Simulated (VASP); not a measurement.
A run of VASP 6.6.1:

File INCAR:

```
ALGO = Fast
EDIFF = 1E-7
ENCUT = 520
GGA = PE
ISIF = 2
ISMEAR = 0
LASPH = True
LCHARG = False
LREAL = False
LWAVE = False
NBANDS = 8
NELM = 60
PREC = Accurate
SIGMA = 0.1
```

The input KPOINTS:

```
k-points
0
Gamma
  18 18 18
```

POSCAR

```
Al                                      
1.0
    0.0000000000      1.9621415542      1.9621415542
    1.9621415542      0.0000000000      1.9621415542
    1.9621415542      1.9621415542      0.0000000000
  Al            
     1
Direct
     0.0000000000000000    0.0000000000000000    0.0000000000000000
```

Potentials or basis: VASP PAW PBE potentials, release 64 (Al).

The run is started by

```bash
$ cat potpaw_PBE.64/Al/POTCAR > POTCAR
$ mpirun -np 1 vasp_std > vasp.out
```

Hardware: 1 thread of Intel(R) Xeon(R) Platinum 8259CL CPU @ 2.50GHz (Skylake/Cascade Lake), with other jobs on the host.

Problem. Estimate the wall time of this run.

Solution. Run time: 22 s on 1 thread of Intel(R) Xeon(R) Platinum 8259CL CPU @ 2.50GHz (Skylake/Cascade Lake), on a shared host, peak memory 0.14 GiB. Counts: scf iterations 11, k points 195.
